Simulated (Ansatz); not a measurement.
# BaTiO3 (P4mm): the gap up the ladder of methods, part 2 of 2

Wanted: a ladder of band gaps for BaTiO3 (P4mm), from density functionals to G0W0.

Ansatz 0.2.0; density functionals, hybrids and G0W0, plane waves, PAW. Known limits of the many-body steps: finite bands, screening cutoff and k mesh; no spin-orbit coupling in G0W0.

So far. Step 11 (G0W0@HSE06, 4×4×4 mesh, 191 empty bands, screening to …): Over 10 of 18 irreducible mesh points the G0W0 gap is 3.586 eV, from k = (-0.500, -0.500, -0.500) to k = Γ. The HSE06 gap of this run on the mesh is 3.285 eV. The two states that bound the G0W0 gap lie that far apart at the start, so the correction of the gap is 3.586 − 3.285 = +0.301 eV.

In doubt: masses and optical values from hybrid runs of this build are listed as unsure (steps 11, 12), which bears on the screening that GW takes from such a start.

### 13. The ladder

Each gap is the least one over the points named; times are wall times on shared hosts, not benchmarks. A G0W0 time includes the run's own self-consistent start. Runs with listed points see these and the mesh alone, so an edge that moves elsewhere is missed. Rows marked * are further runs, not shown as steps, whose inputs differ from the G0W0 step on the same start in the columns given; solver thresholds can differ too. Symmetry makes (0.500, 0.500, 0.500) and (-0.500, -0.500, -0.500) one point.

| level | mesh | files, cutoff | bands summed, screening | points | gap (eV) | valence top | conduction bottom | least direct gap (eV) | time |
| --- | --- | --- | --- | --- | --- | --- | --- | --- | --- |
| LDA | 6×6×6 | soft_2 PAW, 420 eV | - | mesh and listed points | 1.771 | (0.500, 0.500, 0.500) | Γ | 2.120 | 6.5 s |
| PBEsol | 6×6×6 | soft_2 PAW, 420 eV | - | mesh and listed points | 1.815 | (0.500, 0.500, 0.500) | Γ | 2.163 | 3.9 s |
| PBE | 6×6×6 | soft_2 PAW, 420 eV | - | mesh and path | 1.861 | (0.500, 0.500, 0.500) | Γ | 2.207 | 11 s |
| PBE+SOC | 6×6×6 | soft_2 PAW, 420 eV | - | mesh and listed points | 1.861 | (0.500, 0.500, 0.500) | Γ | 2.162 | 18 s |
| r2SCAN | 6×6×6 | soft_2 PAW, 500 eV | - | mesh and listed points | 2.218 | (0.500, 0.500, 0.500) | Γ | 2.568 | 9.7 s |
| HSE06 | 4×4×4 | soft_2 PAW, 420 eV | - | mesh and listed points | 3.285 | (0.500, 0.500, 0.500) | Γ | 3.616 | 29 s |
| PBE0 | 4×4×4 | soft_2 PAW, 420 eV | - | mesh and listed points | 4.031 | (0.500, 0.500, 0.500) | Γ | 4.349 | 16 s |
| DDH-PBE0 | 4×4×4 | soft_2 PAW, 420 eV | - | mesh and listed points | 3.236 | (0.500, 0.500, 0.500) | Γ | 3.564 | 29 s |
| G0W0@PBE* | 4×4×4 | soft_2 PAW, 420 eV | 87, 60 eV | 12 of 18 irreducible mesh points | 3.467 | (-0.500, -0.500, -0.500) | Γ | 3.775 | 20 s |
| G0W0@PBE* | 4×4×4 | soft_2 PAW, 420 eV | 211, 120 eV | 12 of 18 irreducible mesh points | 3.326 | (-0.500, -0.500, -0.500) | Γ | 3.666 | 21 s |
| G0W0@PBE | 4×4×4 | soft_2 PAW, 420 eV | 431, 200 eV | 12 of 18 irreducible mesh points | 3.374 | (-0.500, -0.500, -0.500) | Γ | 3.723 | 36 s |
| G0W0@HSE06 | 4×4×4 | soft_2 PAW, 420 eV | 211, 120 eV | 10 of 18 irreducible mesh points | 3.586 | (-0.500, -0.500, -0.500) | Γ | 3.967 | 67 s |
| G0W0@PBE0 | 4×4×4 | soft_2 PAW, 420 eV | 211, 120 eV | 11 of 18 irreducible mesh points | 3.849 | (-0.500, -0.500, -0.500) | Γ | 4.223 | 36 s |

### 14. Summary of results

```yaml
lda_over_mesh_and_listed_points: 1.771 eV
pbesol_over_mesh_and_listed_points: 1.815 eV
pbe_over_mesh_and_path: 1.861 eV
pbe_soc_over_mesh_and_listed_points: 1.861 eV
r2scan_over_mesh_and_listed_points: 2.218 eV
hse06_over_mesh_and_listed_points: 3.285 eV
pbe0_over_mesh_and_listed_points: 4.031 eV
ddh_pbe0_over_mesh_and_listed_points: 3.236 eV
g0w0_pbe_431_bands_4x4x4_over_12_of_18_irreducible_mesh_points: 3.374 eV
g0w0_hse06_over_10_of_18_irreducible_mesh_points: 3.586 eV
g0w0_pbe0_over_11_of_18_irreducible_mesh_points: 3.849 eV
known_limits: finite bands, screening cutoff and k mesh; no spin-orbit coupling in G0W0
```

**Reading.** The rows run from 1.771 eV (LDA) to 4.031 eV (PBE0). They differ in mesh, plane-wave cutoff, bands and screening cutoff of G0W0 and the points over which the gap was sought as well as in level, so only pairs that share these are like for like. PBEsol against LDA: 1.815 − 1.771 = +0.044 eV, with the same mesh, files and cutoff, and both edges at the same k points. PBE against PBEsol: 1.861 − 1.815 = +0.046 eV, with the same mesh, files and cutoff, and both edges at the same k points. PBE+SOC against PBE: 1.861 − 1.861 = +0.000 eV, with the same mesh, set of files (read in its fully relativistic form for the spin-orbit run) and cutoff, and both edges at the same k points. The spin-orbit run sees mesh and listed points alone, so its gap is an upper bound: the coupling can move an edge off these points, the more so as this crystal has no centre of inversion, and the change over the zone, its sign included where it is small, is not known. PBE0 against HSE06: 4.031 − 3.285 = +0.746 eV, with the same mesh, files and cutoff, and both edges at the same k points. DDH-PBE0 against PBE0: 3.236 − 4.031 = −0.795 eV, with the same mesh, files and cutoff, and both edges at the same k points. G0W0@HSE06 against G0W0@PBE with 211 bands: 3.586 − 3.326 = +0.260 eV, with the same mesh, files and cutoffs, and both edges at the same k points. G0W0@PBE0 against G0W0@HSE06 with 211 bands: 3.849 − 3.586 = +0.263 eV, with the same mesh, files and cutoffs, and both edges at the same k points. The dielectric-dependent hybrid took 0.162 of exact exchange, against 0.25 in PBE0. G0W0@PBE (431 bands, 4×4×4) moves the gap of its own start on the mesh by 3.374 − 1.856 = +1.518 eV, between the same two levels. Both edges that PBE shows over mesh and path lie at k points where levels were corrected. Levels at other points were not corrected, so a lower G0W0 gap elsewhere in the zone is not ruled out. G0W0@HSE06 moves the gap of its own start on the mesh by 3.586 − 3.285 = +0.301 eV, between the same two levels. Both edges that HSE06 shows over mesh and listed points lie at k points where levels were corrected. Levels at other points were not corrected, so a lower G0W0 gap elsewhere in the zone is not ruled out. G0W0@PBE0 moves the gap of its own start on the mesh by 3.849 − 4.031 = −0.182 eV, between the same two levels. Both edges that PBE0 shows over mesh and listed points lie at k points where levels were corrected. Levels at other points were not corrected, so a lower G0W0 gap elsewhere in the zone is not ruled out. What spin-orbit coupling does to the G0W0 levels was not computed, so no sum with the G0W0 gap is formed. For G0W0@PBE: from 87 bands and 60 eV to 431 bands and 200 eV the gap moves by 3.374 − 3.467 = −0.093 eV (rung by rung 3.467, 3.326, 3.374 eV); bands and screening cutoff rise together, so their parts are not told apart. The gap turns back along the series (3.467, 3.326, 3.374 eV), so no line is drawn and the limit is not known. The other G0W0 rows are shown at one basis each (211 bands), so their distance from the limit is not known here. For G0W0@PBE0: the program's warnings for this run: coarse exchange mesh. The G0W0 runs are scalar-relativistic. No pair of G0W0 runs that differ in the mesh alone is shown (4×4×4 is a supercell whose nearest images lie 16 Å apart), so the error from the mesh is not known here. G0W0@PBE runs of this series with other atomic data on the same mesh, not shown as steps, give 3.328 eV (hard PAW, 930 eV, 211 bands, screening to 120 eV; the table's row with the same empty bands and screening cutoff has 3.326 eV); where bands and cutoffs differ too, the part of the files is not isolated.

[Paths, hosts, dates, memory and timing lines, banners, echoed tables and standing remarks are left out of the program output.]

[Logs are printed without paths, hosts, clocks, repeated set-up lines and the standing remarks that a program may print on its own settings, such as how far it seeks lower states.]

[Runs of the session that timed out or met a known fault of the program may be left out.]

[Cells called generated may have been cut or substituted from an entry of the Crystallography Open Database or the Materials Project.]

[Hosts, paths, dates, database ids (printed as entryN), source tags and the programs' standing remarks are cut or masked in the printed files.]

[Where an RPA ε∞ is given, it is that of the G0W0 mesh and is not shown converged in it. Names of k-points follow the symmetry that the program found, which can be lower than the space group named. Band edges on a path are those of the sampled points; other points can move an edge, and change direct to indirect where valleys lie close.]

[Hybrid gaps are those of their k-mesh and are not shown converged in it.]
